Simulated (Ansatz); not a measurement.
# Preparing GaN (P6_3mc) as a host crystal

Before any defect goes in: GaN (P6_3mc) at rest, and how it screens a charge.

Main program and level: Ansatz 0.2.0; plane-wave PAW DFT, r2SCAN; relaxation of the host's cell and atoms; PAW set soft_1, in the first sound run; inputs show where later runs differ.

## Step 1: The starting structure

It takes space group P6_3mc (No. 186, hexagonal). Conventional cell: a = 3.189 Å, b = 3.189 Å, c = 5.192 Å, α = 90.00°, β = 90.00°, γ = 120.00°. Nearest to Ga lie 4 N at 1.95 to 1.96 Å. Nearest to N lie 4 Ga at 1.95 to 1.96 Å. Farther neighbours and most contacts between anions are not listed.

## Step 2: Host cell relaxation

Lattice and positions are set free, within the symmetry that the program keeps.

Input file cell/input.yaml:

```yaml
crystal:
  lattice:
    - [3.1889304, 0.0, 0.0]
    - [-1.5944652, 2.7616947, 0.0]
    - [0.0, 0.0, 5.1923572]
  atoms:
    - { symbol: Ga, position: [0.66666667, 0.33333333, 0.49908371] }
    - { symbol: Ga, position: [0.33333333, 0.66666667, 0.99908371] }
    - { symbol: "N", position: [0.66666667, 0.33333333, 0.87591629] }
    - { symbol: "N", position: [0.33333333, 0.66666667, 0.37591629] }
basis:
  ecutwfc: 500
  xc_grid: 2
hamiltonian:
  xc: r2scan
  pseudopotentials: { kind: paw, azcp: { folder: soft_1 } }
kpoints:
  mp_grid: { grid: [10, 10, 6] }
scf:
  occupations: { method: fixed }
  max_iter: 100
relax:
  f_tol: 0.005
  max_steps: 60
  cell: {}
output:
  forces: true
  stress: true
checkpoint:
  write: "../cell.run"
  compress: false
  write_wavefunctions: false
  write_every: 100000
```

On the command line:

```
$ ansatz run input.yaml --threads 32 --pin off --max-ram 84787MiB --backend cuda --events-out ev --progress --plain --runs-dir out --max-vram 78GiB
```

Numbers of over 12 decimals in the logs are rounded to 6 here.

The log of the run:

```text
[... repeated set-up lines and file paths are left out, and long positions are rounded to six places ...]
Engine: ansatz 0.2.0, aarch64-unknown-linux-gnu
Pseudopotentials: kind: paw
Pseudopotential: Ga, paw, valence charge 13, recommended cutoff 500 eV (meta_gga), soft_1/Ga.paw.azcp
Pseudopotential: N, paw, valence charge 5, recommended cutoff 500 eV (meta_gga), soft_1/N.paw.azcp
Functional definition: r2SCAN
  parameter k0 = 0.174
  parameter k1 = 0.065
  parameter a1 = 4.9479
  exchange = r2scan_x(k0 = k0, k1 = k1, a1 = a1)
  correlation = r2scan_c
[...]
Crystal: 4 atoms, lattice volume = 45.728 Å³
Basis set: ecut = 500 eV, 1141 PW (Γ), exchange–correlation on 48×48×80 points (8 copies of the dense FFT grid, shifted against one another)
Bands: 22, of which v1, the nominal top of the filled ones, is band 18 counted from 1 (17 counted from 0)
Symmetry: 12 space group operations
Space group: P63mc (ITA 186), of the structure as read, at distance tolerance 3.6e-5 Å
k-points: 56 of 600 (time reversal used)
Non-local potential: Ga, projectors of the file, l = 0: 2, l = 1: 2, l = 2: 3, l = 3: 1
Non-local potential: N, projectors of the file, l = 0: 2, l = 1: 2, l = 2: 1
PAW form: soft (Blöchl's): semilocal exchange-correlation on the pseudo side does not see the compensation charge
PAW frozen core: Ga, regenerated for the run's functional (the file was generated under x = pbe(κ = 0.804, μ = 0.219515), c = pbe(β = 0.066725))
PAW frozen core: N, regenerated for the run's functional (the file was generated under x = pbe(κ = 0.804, μ = 0.219515), c = pbe(β = 0.066725))
PAW one-centre angular grid: Ga, 590 points (default); XC on 160 Gauss nodes
PAW one-centre angular grid: N, 302 points (default); XC on 160 Gauss nodes
Initial density: superposition of atomic densities (chi_scale 0.1, normalization cell, long waves kept (reshape's long-wave potential 0.00 eV rms))
Initial wavefunctions: pseudopotential atomic-orbital guess
[...]
Functional: x = r2scan, c = r2scan; τ floored in thin density (d = 2e-4 eV/Å³)
SCF iter   1: F=—  HF=-8353.733452 eV  |Δ(HF+E_count)|=         —  Δρ=1.16e-1  dr2=4.92e0  dr2_τ=5.70e-1  Hψ=4387
preconditioner: auto → Resta (q_TF=auto, 2.622 Å⁻¹)  ε∞=4.4  [insulator: Δε(μ)=2.869 eV  Ē_g=17.848 eV  n_scr=22 (ndim 8)  ℏωp=32.9 eV  f_vac=0.000  ε∞_Penn≈4.4]
SCF iter   2: F=—  HF=-8352.706502 eV  |Δ(HF+E_count)|=    1.03e0  Δρ=5.17e-2  dr2=6.81e-1  dr2_τ=7.33e-2  Hψ=2873
[...]
SCF iter   9: F=-8352.779862 eV  HF=-8352.779862 eV  |Δ(HF+E_count)|=   5.47e-8  Δρ=5.82e-6  dr2=1.24e-8  dr2_τ=2.01e-10  Hψ=4428
SCF 1 converged in 9 iterations: F = -8352.779862 eV  dr2 = 1.24e-8
  greatest PAW one-centre occupation: 0.994 electrons in one spin orbital (limit 2), on the Ga atom at site 1 (counted from 0), in its partial waves of l = 2
relax step   1: F+E_penalty+E_count = -8352.77986169 eV  Δ(F+E_penalty+E_count) = +0.000e0 eV  max|allowed force component| = 1.081e-3 eV/Å  Δτ_max = 0.0000 Å  P = -1.004 GPa  Ω = 45.728 Å³  (9 SCF iters, dr2 threshold 1.00e-7 eV, accepted)
[... the SCF cycles and remarks between the steps are left out from here to the last step ...]
relax step   2: F+E_penalty+E_count = -8352.78059366 eV  Δ(F+E_penalty+E_count) = -7.320e-4 eV  max|allowed force component| = 9.540e-4 eV/Å  Δτ_max = 0.0001 Å  P = -0.386 GPa  Ω = 45.582 Å³  energy of the carried Pulay correction = +9.690e-5 eV  (5 SCF iters, dr2 threshold 4.00e-7 eV, accepted)
relax step   3: F+E_penalty+E_count = -8352.78076222 eV  Δ(F+E_penalty+E_count) = -1.686e-4 eV  max|allowed force component| = 4.761e-4 eV/Å  Δτ_max = 0.0001 Å  P = +0.005 GPa  Ω = 45.491 Å³  energy of the carried Pulay correction = +1.573e-4 eV  (4 SCF iters, dr2 threshold 3.76e-7 eV, accepted)
[...]
iter 1 solved again at ethr=2.23e-8 eV; its pass at ethr=3.10e-3 eV (dr2=8.02e-6 eV) is discarded
SCF iter   1: F=—  HF=-8352.780473 eV  |Δ(HF+E_count)|=         —  Δρ=3.26e-5  dr2=3.09e-7  dr2_τ=5.56e-8  Hψ=8233
[...]
SCF iter   2: F=—  HF=-8352.780591 eV  |Δ(HF+E_count)|=   1.17e-4  Δρ=1.83e-5  dr2=1.13e-7  dr2_τ=5.87e-9  Hψ=2394
SCF iter   3: F=—  HF=-8352.780591 eV  |Δ(HF+E_count)|=   5.15e-8  Δρ=9.39e-6  dr2=2.29e-8  dr2_τ=7.03e-10  Hψ=1789
SCF iter   4: F=—  HF=-8352.780591 eV  |Δ(HF+E_count)|=   8.39e-9  Δρ=1.28e-6  dr2=5.29e-10  dr2_τ=7.98e-11  Hψ=2218
SCF iter   5: F=-8352.780591 eV  HF=-8352.780591 eV  |Δ(HF+E_count)|=  2.71e-10  Δρ=3.15e-7  dr2=3.97e-11  dr2_τ=3.53e-12  Hψ=6115
SCF 4 converged in 5 iterations: F = -8352.780591 eV  dr2 = 3.97e-11
relax step   4: F+E_penalty+E_count = -8352.78059064 eV  Δ(F+E_penalty+E_count) = +1.716e-4 eV  max|allowed force component| = 5.026e-4 eV/Å  Δτ_max = 0.0000 Å  P = +0.004 GPa  Ω = 45.491 Å³  stress off target by 4.57e-3 GPa  SCF on the basis re-selected at this cell (its energy is not comparable with the rows above)  (5 SCF iters)
basis re-selected at this cell: Δ(F+E_penalty+E_count) = +1.716e-4 eV, ΔP = -0.001 GPa vs the last step (what re-selecting the basis moved, of the pressure what is left beyond the Pulay correction that the steps carried, after the strain that the cell walked [...]
SCF converged after 5 iterations
Free energy (F): -8352.780591 eV
Harris-Foulkes:  -8352.780591 eV  (|F-HF|=5.46e-12)
Internal energy: -8352.780591 eV  (E = F + TS)
E sigma→0 (E₀):  -8352.780591 eV
Fermi energy:    9.470439 eV
--- Per-component energies (eV) ---
  E_band       = -29.933864
  E_kinetic    = 481.168783
  E_local      = -2831.924578  (includes V_loc(G=0)·N_el)
  E_nonlocal   = -105.946459
  E_hartree    = 1798.202297
  E_xc         = -231.725242
  E_vxc        = -280.053635  (∫ρ·V_xc dr)
  E_paw        = -4283.182559  (= ΣΔE_a)
  E_vpaw       = -904.838753  (= ΣTr[D̂ρ^β])
  E_aug_tail   = 0.000047  (compensation charges beyond the density's cutoff)
  E_vtau       = 15.256407  (kinetic-family band-sum trace: ∫τ·v_τ [+ j·A + Jᵃ·Aᵃ] dr)
  E_ewald      = -3178.007619
  E_core_change = -1.365260  (= ΣΔE_core)
  E_smearing   = -0.000000  (= −TS)
  E_closure    = -0.000000  (closes the sum)
  Σ components = -8352.780591   (vs F -8352.780591, Δ=0.00e0)
--- Forces (eV/Å), atoms counted from 1 ---
  atom   1  Ga    -0.00000000    -0.00000000     0.00068659
  atom   2  Ga    -0.00000000     0.00000000     0.00068659
  atom   3  N      0.00000000     0.00000000    -0.00031868
  atom   4  N      0.00000000    -0.00000000    -0.00031868
  max |Σ_I F_I| component: 7.36e-4 eV/Å
--- Stress (GPa, compression-positive) ---
        0.004568       0.000000       0.000000
       -0.000000       0.004568       0.000000
        0.000000       0.000000       0.001914
  P = ⅓ Tr σ = 0.0037 GPa (0.037 kbar)
--- Band table (eV; the first three rows and the last of 56) ---
  k-point 0: bands = ["-7.3415", "-6.3578", "-4.4062", "-4.3910", "-4.3910", "-4.3238", "-4.3238", "-4.1119", "-4.1119", "-4.0142", [... rest cut ...]
  k-point 1: bands = ["-7.2607", "-6.3985", "-4.3889", "-4.3889", "-4.3821", "-4.3306", "-4.3306", "-4.1031", "-4.1031", "-4.0186", [... rest cut ...]
--- Relaxed structure (3 steps of the walk, 3 accepted, 1 SCFs on fresh bases) ---
  F+E_penalty+E_count = -8352.78059064 eV   max|allowed force component| = 5.026e-4 eV/Å   (the final SCF, on the basis selected at the relaxed cell)
  cell:  # Å, volume = 45.4914 Å³
    - [3.183273, 0.0, 0]
    - [-1.591636, 2.756795, -1.7456915312936015e-19]
    - [0, -3.282134672698873e-19, 5.183832]
  atoms:
    - { symbol: Ga, position: [0.666667, 0.333333, 0.499106] }
    - { symbol: Ga, position: [0.333333, 0.666667, 0.999106] }
    - { symbol: N, position: [0.666667, 0.333333, 0.875894] }
    - { symbol: N, position: [0.333333, 0.666667, 0.375894] }
```

The job ended after 2.5 s (1 × NVIDIA GB200 with 32 threads of Arm Neoverse V2, shared host; peak memory 0.97 GiB).

Step by step:

| step | energy less that of the first step (eV) | largest force component (eV/Å) | pressure (GPa) | volume (Å³) |
| --- | --- | --- | --- | --- |
| 1 | 0.0000 | 0.0011 | -1.00 | 45.73 |
| 2 | -0.0007 | 0.0010 | -0.39 | 45.58 |
| 3 | -0.0009 | 0.0005 | 0.00 | 45.49 |
| 4* | -0.0007 | 0.0005 | 0.00 | 45.49 |

Relaxation steps marked * repeat the geometry before them on a plane-wave basis chosen anew for their cell, so energy and pressure can jump there.

The run keeps the 12 symmetry operations that it works with, so distortions that break them were not tested.

| conventional cell, symmetrised | before | after | change |
| --- | --- | --- | --- |
| a (Å) | 3.189 | 3.183 | -0.2 % |
| b (Å) | 3.189 | 3.183 | -0.2 % |
| c (Å) | 5.192 | 5.184 | -0.2 % |
| volume (Å³/atom) | 11.43 | 11.37 | -0.5 % |

Final coordinates:

```xyz
4
Lattice="3.1833 0.0000 0.0000 -1.5916 2.7568 0.0000 0.0000 0.0000 5.1838" Properties=species:S:1:pos:R:3 pbc="T T T"
Ga    1.5917    0.9189    2.5873
Ga    0.0000    1.8379    5.1792
N     1.5917    0.9189    4.5405
N     0.0000    1.8379    1.9486
```

Numbers from this step:

| Item | Value |
| --- | --- |
| pressure | 0.003683 GPa |

The cell shrank by 0.5 % in volume.

## Step 3: Dielectric tensors of the host

The response to a uniform electric field gives the electronic dielectric tensor.

This step: plane-wave PAW DFPT, PBEsol; dielectric tensors, Born charges and zone-centre modes of the host; PAW set soft_1 (Ansatz 0.2.0).

Input file eps/input.yaml:

```yaml
crystal:
  lattice:
    - [3.1832726057, 0.0, 0.0]
    - [-1.5916363029, 2.7567949437, 0.0]
    - [0.0, 0.0, 5.1838317307]
  atoms:
    - { symbol: Ga, position: [0.6666666667, 0.3333333333, 0.4991062363] }
    - { symbol: Ga, position: [0.3333333333, 0.6666666667, 0.9991062363] }
    - { symbol: "N", position: [0.6666666667, 0.3333333333, 0.8758937637] }
    - { symbol: "N", position: [0.3333333333, 0.6666666667, 0.3758937637] }
basis:
  ecutwfc: 420
hamiltonian:
  xc: pbesol
  pseudopotentials: { kind: paw, azcp: { folder: soft_1 }, xc_functional: pbe }
kpoints:
  mp_grid: { grid: [9, 9, 5] }
scf:
  occupations: { method: fixed }
  max_iter: 100
phonons:
  method: dfpt
  dielectric: true
  rigid_motions: translations
```

The log of the run:

```text
[...]
Crystal: 4 atoms, lattice volume = 45.491 Å³
Basis set: ecut = 420 eV, 893 PW (Γ), exchange–correlation on 48×48×72 points (8 copies of the dense FFT grid, shifted against one another)
Bands: 22, of which v1, the nominal top of the filled ones, is band 18 counted from 1 (17 counted from 0)
Symmetry: 12 space group operations
k-points: 115 of 405 (irreducible under 2 space group operations, time reversal used)
[...]
SCF iter   1: F=—  HF=-8246.860112 eV  |Δ(HF+E_count)|=         —  Δρ=1.04e-1  dr2=4.20e0  Hψ=9075
[...]
SCF iter   2: F=—  HF=-8245.823215 eV  |Δ(HF+E_count)|=    1.04e0  Δρ=4.56e-2  dr2=5.02e-1  Hψ=4926
[...]
SCF iter  10: F=-8245.700331 eV  HF=-8245.700331 eV  |Δ(HF+E_count)|=  7.33e-10  Δρ=3.50e-7  dr2=4.06e-11  Hψ=15768
SCF 1 converged in 10 iterations: F = -8245.700331 eV  dr2 = 4.06e-11
[...]
the response reads at least the filled bands of the reference SCF and the lowest empty band at each k-point, and that SCF's band table does not vouch for those bands. The notice of the band table in this run's record says why
[...]
NSCF: frozen V_eff on 1 k-points
[...]
NSCF: frozen V_eff on 36 k-points, pencils in batches of 32, up to order 88
[...]
DFPT response loops at q = (0, 0, 0) (fractional): preconditioner auto → Resta (q_TF=auto, 2.624 Å⁻¹)  ε∞=5.7 (no band partly filled); β = 1.00, the filter's whole step (`scf.mixing.beta` (0.50) is not read by the response loops at its default; [...]
[...]
DFPT response loops at Γ: preconditioner auto → Resta (q_TF=auto, 2.624 Å⁻¹)  ε∞=5.7 (no band partly filled); β = 1.00, the filter's whole step (`scf.mixing.beta` (0.50) is not read by the response loops at its default; [...]
── the response to a field inside a basis, on 12×12×8 k-points: an SCF that follows is theirs, and a resumed run solves both again ──
[...]
Bands: 19, of which v1, the nominal top of the filled ones, is band 18 counted from 1 (17 counted from 0)
k-points: 168 of 1152 (irreducible under 4 space group operations, time reversal used)
[...]
Eigensolver: Dense (168 Hₖ)
SCF iter   1: F=—  HF=-8245.697695 eV  |Δ(HF+E_count)|=         —  Δρ=3.48e-4  dr2=1.64e-5
[...]
SCF iter   4: F=-8245.697694 eV  HF=-8245.697694 eV  |Δ(HF+E_count)|=   1.84e-6  Δρ=1.07e-5  dr2=2.57e-8
SCF 1 converged in 4 iterations: F = -8245.697694 eV  dr2 = 2.57e-8
[...]
WARN: field response: ε∞ stands inside a basis, on 12×12×8 points; [...]
SCF converged after 10 iterations
Free energy (F): -8245.700331 eV
[...]
Internal energy: -8245.700331 eV  (E = F + TS)
E sigma→0 (E₀):  -8245.700331 eV
Fermi energy:    9.608008 eV
[...]
--- Band table (eV; the first three rows and the last of 115) ---
[...]
--- Phonons (Γ-DFPT): 4 representative perturbations + reference (Σ response iterations 22) ---
  k mesh reduced under 2 symmetry operations, with k and −k counted as one. Each operation leaves every solved perturbation unchanged. A smaller set is not considered because the run solves the response to a homogeneous field
  ASR residual: 2.026e-4 → 0.000e0 eV/Å²; symmetrization residual: 2.001e-9 eV/Å²
  ASR residual per site (eV/Å²): 1.69e-4 1.69e-4 2.03e-4 2.03e-4
  Γ frequencies (cm⁻¹): 0.00 0.00 0.00 136.49 136.49 326.87 520.93 544.14 544.14 552.78 552.78 677.09
  ε∞ (high-frequency dielectric tensor):
        5.833686    -0.000000    -0.000000
       -0.000000     5.833686     0.000000
       -0.000000     0.000000     6.016055
  ε⁰ (static dielectric tensor: ions relaxed, cell fixed):
       10.099291    -0.000000    -0.000000
       -0.000000    10.099291     0.000000
       -0.000000     0.000000    11.187370
  ε⁰ − ε∞ (ionic part):
        4.265605    -0.000000     0.000000
       -0.000000     4.265605     0.000000
        0.000000     0.000000     5.171315
  softest optical mode at Γ: 136.49 cm⁻¹; the repairs (sum rule, projections) moved no ω² at Γ by more than (1.98 cm⁻¹)²
  Born effective charges Z* (e; rows j = field, columns β = displacement):
    site 0:
         2.60952   -0.00000   -0.00000
        -0.00000    2.60952    0.00000
        -0.00000    0.00000    2.75066
    site 1:
         2.60952   -0.00000   -0.00000
        -0.00000    2.60952    0.00000
        -0.00000    0.00000    2.75066
    site 2:
        -2.60952    0.00000    0.00000
         0.00000   -2.60952   -0.00000
         0.00000   -0.00000   -2.75066
    site 3:
        -2.60952    0.00000    0.00000
         0.00000   -2.60952   -0.00000
         0.00000   -0.00000   -2.75066
  Z* charge neutrality: 2.574e-3 e pre-enforcement
  solved inside a basis spanned on kpoints, on 12×12×8 k-points, its susceptibility summed on 18×18×10: ε∞ is read to err by 1.7e-2, Z* by 1.5e-2 e (field_mesh: kpoints solves on kpoints); Z* is corrected for what the basis lacks
  optical modes at Γ without the LO–TO term, one row a degenerate level:
      ω (cm⁻¹)  modes    IR ((D/Å)²/amu)
        136.49      2             0.0000
        326.87      1             0.0000
        520.93      1            29.9312
        544.14      2            53.8771
        552.78      2             0.0000
        677.09      1             0.0000
  optical modes at Γ + LO–TO along q̂ = [1.0000, 0.0000, 0.0000]:
      ω (cm⁻¹)  modes    IR ((D/Å)²/amu)
        136.49      2             0.0000
        326.87      1             0.0000
        520.93      1            29.9312
        544.14      1            26.9385
        552.78      2             0.0000
        677.09      1             0.0000
        715.96      1            26.9385
  optical modes at Γ + LO–TO along q̂ = [0.0000, 1.0000, 0.0000]:
      ω (cm⁻¹)  modes    IR ((D/Å)²/amu)
        136.49      2             0.0000
        326.87      1             0.0000
        520.93      1            29.9312
        544.14      1            26.9385
        552.78      2             0.0000
        677.09      1             0.0000
        715.96      1            26.9385
  optical modes at Γ + LO–TO along q̂ = [0.0000, 0.0000, 1.0000]:
      ω (cm⁻¹)  modes    IR ((D/Å)²/amu)
        136.49      2             0.0000
        326.87      1             0.0000
        544.14      2            53.8771
        552.78      2             0.0000
        677.09      1             0.0000
        710.37      1            29.9312
```

It took 10 s on 1 × NVIDIA GB200 with 32 threads; peak memory 2 GiB.

Electronic dielectric tensor:

```
5.83 0.00 0.00
0.00 5.83 0.00
0.00 0.00 6.02
```

Static dielectric tensor:

```
10.10  0.00  0.00
 0.00 10.10  0.00
 0.00  0.00 11.19
```

The principal values of the electronic dielectric tensor are 5.83, 5.83 and 6.02. The principal values of the static dielectric tensor are 10.10, 10.10 and 11.19.

[end of part 1 of 3]

[Logs are printed without paths, hosts, clocks, repeated set-up lines and the standing remarks that a program may print on its own settings, such as how far it seeks lower states.]

[Hosts, paths, dates, database ids (printed as entryN), source tags and the programs' standing remarks are cut or masked in the printed files.]

[Runs of the host that timed out are not shown.]

[For some hosts the program warned that the k-mesh of the response run may be too coarse for force constants and the static dielectric constant; such warnings are not always shown.]
